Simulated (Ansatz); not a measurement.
# MoS2: the cost of one run

Program: Ansatz 0.2.0. Level of theory: DFT PBE+U (U_eff = 4 eV on Mo d), plane waves, PAW. These are calculated values, not measurements.

The COD entry's cell or inner coordinates are ideal or old and differ from later refinements, so a difference from it is no clean test against experiment.

## (1) Starting point

Symmetry: R-3m, No. 166, trigonal system. Conventional cell: a = 3.171 Å, b = 3.171 Å, c = 18.345 Å, α = 90.00°, β = 90.00°, γ = 120.00°. Around Mo (site symmetry -3m) lie 6 S at 2.39 Å. S (site symmetry 3m) is surrounded by 3 Mo at 2.39 Å.

As a file:

```
CELL_PARAMETERS angstrom
1.58550 0.91539 6.11500
-1.58550 0.91539 6.11500
0.00000 -1.83078 6.11500
ATOMIC_POSITIONS crystal
Mo 0.00000 0.00000 0.00000
S 0.75000 0.75000 0.75000
S 0.25000 0.25000 0.25000
```

Magnetic order typed: ferromagnetic.

## (2) From atoms, symmetry kept, no search

Input file input.yaml:

```yaml
crystal:
  lattice:
    - [1.58550029, 0.91538902, 6.11499825]
    - [-1.58550029, 0.91538902, 6.11499825]
    - [0.0, -1.83077804, 6.11499825]
  atoms:
    - { symbol: Mo, position: [0.0, 0.0, 0.0], spin: 2.0 }
    - { symbol: S, position: [0.75, 0.75, 0.75] }
    - { symbol: S, position: [0.25, 0.25, 0.25] }
basis:
  ecutwfc: 420
  ecutrho_ratio: 4
kpoints:
  mp_grid: { grid: [7, 7, 7] }
hamiltonian:
  xc: pbe
  hubbard: { sites: [{ site: 0, l: d, u_eff: 4.0 }] }
scf:
  occupations: { method: gaussian, width: 0.05 }
  lower_state_search: "off"
  max_iter: 150
output:
  forces: true
  stress: true
  eigenvalues: true
  populations: true
  hubbard: { sites: [{ site: 0, l: d }] }
magnetization:
  spin_polarized: true
```

Run with:

```sh
$ ansatz run input.yaml --threads 2 --pin off --max-ram 3072MiB --backend cpu --events-out ev --progress --plain --runs-dir out
```

**Question.** How long does this run take on 2 threads of Arm Neoverse N1, shared host, and how much memory does it need?

About 11 s, with a peak of 0.45 GiB.
